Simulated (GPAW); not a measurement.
Runs of GPAW 26.7.0 on WS2. The cell holds a slab with vacuum, 3 atoms: a = 3.184 Å, b = 3.184 Å, c = 16.951 Å, α = 90.00°, β = 90.00°, γ = 120.00°. 

| task | level | potentials or basis | cell | k mesh | cutoff (eV) | maxiter | optimizer | fmax | max steps | other keys | mesh quality | gap on the mesh (eV) | largest force (eV/Å) |
| --- | --- | --- | --- | --- | --- | --- | --- | --- | --- | --- | --- | --- | --- |
| relaxation of cell and atoms | PBEsol+D3(BJ) | PAW data sets generated in the run's folder for this functional, pw | relaxed | 7 × 7 × 2 | 600 | 150 | BFGS | 0.05 eV/Å | 100 | - | not flagged | 2.27 | 0.03 |
| relaxation of cell and atoms | r2SCAN | GPAW PAW data sets (gpaw-data 1.2.1), pw | relaxed | 7 × 7 × 2 | 600 | 150 | BFGS | 0.05 eV/Å | 100 | - | not flagged | (b) | 0.03 |
| single point | PBE0-1/3 | GPAW PAW data sets (gpaw-data 1.2.1), pw | as given | 3 × 3 × 1 | 450 | 60 | - | - | - | - | coarse | (a) | - |
| single point | PBE | GPAW PAW data sets (gpaw-data 1.2.1), pw | as given | 7 × 7 × 2 | 600 | 75 | - | - | - | several, not listed | not flagged | 2.11 | 0.28 |

Alike in all rows: no spin polarisation; smearing fermi-dirac 0.05 eV.

**Question.** Estimate the missing entries.

**Answer.** (a) 3.55; (b) 2.25.

Caveats: some runs use coarse meshes; spin-orbit coupling is left out, which moves the levels of the heavy elements; later steps reuse the first step's grids (some runs); the PAW data sets were made with another functional, which shifts forces and pressure a little (some runs); the relaxation stopped at its first step, so nothing moved (some runs).

A k mesh can miss the band edges, and the runs leave out spin-orbit coupling on W.
